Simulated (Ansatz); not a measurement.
# Germanium, hcp: HSE06 at the PBE geometry

How do the levels change when part of the exchange is made exact, and what does it cost? Spin polarisation is left out. The cell comes from an earlier PBE relaxation. Exact exchange is dear, so the k-mesh is coarse, and PBE is run on the same mesh for comparison.

Program: Ansatz 0.2.0. Level of theory: DFT, plane waves (420 eV) with PBE-made PAW files, scalar-relativistic; functionals as named at each step. These are calculated values, not measurements.

### 1 Starting point

Symmetry: P6_3/mmc, No. 194, hexagonal system. Conventional cell: a = 3.066 Å, b = 3.066 Å, c = 4.753 Å, α = 90.00°, β = 90.00°, γ = 120.00°. Ge (site symmetry -6m2) has 12 Ge at 2.96 to 3.07 Å as nearest neighbours.

As a file:

```
CELL_PARAMETERS angstrom
3.06627 0.00000 0.00000
-1.53314 2.65547 0.00000
0.00000 0.00000 4.75345
ATOMIC_POSITIONS crystal
Ge 0.33333 0.66667 0.25000
Ge 0.66667 0.33333 0.75000
```

### 2 PBE, coarse mesh

The run with PBE.

The input, input.yaml:

```yaml
crystal:
  lattice:
    - [3.0662744573, 0.0, 0.0]
    - [-1.5331372286, 2.655471575, 0.0]
    - [0.0, 0.0, 4.7534533311]
  atoms:
    - { symbol: Ge, position: [0.3333333333, 0.6666666667, 0.25] }
    - { symbol: Ge, position: [0.6666666667, 0.3333333333, 0.75] }
hamiltonian:
  xc: pbe
  pseudopotentials:
    kind: paw
    azcp:
      Ge: "pseudopotentials/Ge.paw.azcp"
basis:
  ecutwfc: 420
  fft_grid_basis: typed
kpoints:
  mp_grid: { grid: [6, 6, 4], shift: [0, 0, 0] }
magnetization:
  spin_polarized: false
scf:
  occupations: { method: fermi_dirac, width: 0.1 }
```

On the command line:

```console
$ ansatz run input.yaml --threads 4 --pin off --max-ram 8192MiB --backend cpu --events-out ev --progress --plain --runs-dir out
```

What it wrote, cut to the lines that bear on the results:

```text
Warning: RAYON_NUM_THREADS=4 ignored (pool sized by the plan → 4); use --threads N
[...]
Pseudopotentials: kind: paw
Pseudopotential: Ge, paw, valence charge 14, recommended cutoff 420 eV (normal), <dir>
Functional definition: PBE
[...]
Crystal: 2 atoms, lattice volume = 38.705 Å³
Basis set: ecut = 420 eV, 747 PW (Γ)
Bands: 18, of which v1, the nominal top of the filled ones, is band 14 counted from 1 (13 counted from 0)
Symmetry: 24 space group operations
Space group: P63/mmc (ITA 194), of the structure as read, at distance tolerance 3.4e-5 Å
k-points: 21 of 144
[...]
SCF iter   1: F=—  HF=-8589.257991 eV  |F-HF|=—  |Δ(HF+E_count)|=         —  Δρ=2.24e-3  dr2=1.66e-3  ethr=1.77e-3  ⟨swp⟩=4.9  Hψ=1541  notcnv=0
[...]
SCF iter   6: F=-8589.257454 eV  HF=-8589.257454 eV  |F-HF|=1.46e-9  |Δ(HF+E_count)|=   7.81e-8  Δρ=2.92e-6  dr2=1.31e-9  ethr=2.56e-10  ⟨swp⟩=1.0  Hψ=1132  notcnv=0
[...]
SCF converged after 6 iterations
Free energy (F): -8589.257454 eV
[...]
E sigma→0 (E₀):  -8589.235662 eV
Entropy (-TS):   -0.043585 eV (-21.792 meV/atom)
Fermi energy:    10.893306 eV
[...]
```

Run time: 0.28 s. Hardware: 4 threads of Arm Neoverse V2, shared host; peak memory 0.26 GiB.

### 3 HSE06, coarse mesh

The run with HSE06.

Edit input.yaml of step 2 so:

```diff
@@ -9,3 +9,3 @@
 hamiltonian:
-  xc: pbe
+  xc: hse06
   pseudopotentials:
```

On the command line:

```console
$ ansatz run input.yaml --threads 4 --pin off --max-ram 8192MiB --backend cpu --events-out ev --progress --plain --runs-dir out
```

What it wrote, cut to the lines that bear on the results:

```text
Warning: RAYON_NUM_THREADS=4 ignored (pool sized by the plan → 4); use --threads N
[...]
Pseudopotentials: kind: paw
Pseudopotential: Ge, paw, valence charge 14, recommended cutoff 420 eV (normal), <dir>
Functional definition: HSE06
[...]
Crystal: 2 atoms, lattice volume = 38.705 Å³
Basis set: ecut = 420 eV, 747 PW (Γ)
Bands: 18, of which v1, the nominal top of the filled ones, is band 14 counted from 1 (13 counted from 0)
Symmetry: 24 space group operations
Space group: P63/mmc (ITA 194), of the structure as read, at distance tolerance 3.4e-5 Å
k-points: 21 of 144
[...]
SCF iter   1: F=—  HF=-8589.257890 eV  |F-HF|=—  |Δ(HF+E_count)|=         —  Δρ=2.21e-3  dr2=1.71e-3  ethr=1.77e-3  ⟨swp⟩=5.2  Hψ=1379  notcnv=0
[...]
Frozen-core exchange: fock
[...]
SCF 2 stopped early in 5 iterations: F = -8590.690641 eV  dr2 = 6.97e-6
hybrid outer 1: dexx = +7.626e-3 eV, tail = 5.40e-5 eV
[...]
Frozen-core exchange: fock
[...]
SCF iter   3: F=-8590.690872 eV  HF=-8590.690872 eV  |F-HF|=1.34e-8  |Δ(HF+E_count)|=   1.93e-6  Δρ=1.95e-5  dr2=5.83e-8  ethr=9.00e-11  ⟨swp⟩=4.3  Hψ=1320  notcnv=0
[...]
hybrid outer 2: dexx = +2.486e-6 eV, tail = 1.65e-7 eV, Δε = 4.15e-3 eV (about 2.66e-4 eV left of the loop's levels)
hybrid SCF converged: 2 outer / 8 inner (+7 warm-up), last move |dexx| = 2.49e-6 eV, tail = 1.65e-7 eV
Stability not checked: this state was not tested for a lower state beside it, because the functional holds exact exchange (a hybrid, or Hartree-Fock), whose exchange loop this test does not read (fock_operator; see scf.lower_state_search)
Free energy (F): -8590.690872 eV
Frozen-core exchange: fock
[...]
E sigma→0 (E₀):  -8590.672770 eV
Entropy (-TS):   -0.036205 eV (-18.102 meV/atom)
Fermi energy:    10.930309 eV
[...]
--- Band table (eV; the first three rows and the last of 21) ---
  k-point 0: bands = ["-17.4931", "-17.4931", "-17.4926", "-17.4854", "-17.4854", "-17.4794", "-17.4736", "-17.4736", "-17.4074", "-17.4074", "-3.8831", "2.6087", "4.7403", "17.3835", "17.3835", "19.5919", "19.5919", "21.4918"]
[...]
```

Wall time 3.8 s (4 threads of Arm Neoverse V2, shared host); peak memory 0.93 GiB.

### 4 Side by side

```csv
functional,gap on the mesh,Fermi energy (eV),SCF cycles,exchange loops,CPU time
PBE,none (levels filled in part),10.893,6,-,0.71 s
HSE06,none (levels filled in part),10.930,15,2,11 s
```

### 5 Summary of results

| quantity | value |
| --- | --- |
| PBE: gap | none (levels filled in part) |
| HSE06: gap | none (levels filled in part) |
| HSE06: SCF cycles, exchange loops | 15, 2 |
| HSE06: CPU time over that of PBE | 16 |
| HSE06: relative to diamond | +483 meV/atom |

In words: Both PBE and HSE06 leave levels filled in part. HSE06 cost 16 times the CPU time of PBE. HSE06 needed 2 outer loops of the exchange operator. To compare with dense-mesh energies, the change of PBE from this mesh and smearing to its dense run (-27.0 meV/atom, from a run not shown) is added. Under HSE06 it lies 483 meV/atom above diamond (computed apart in the same way); on such meshes a few tens of meV are uncertain for metals. Absolute energies differ from functional to functional, by eV per atom at times, and say nothing by themselves.
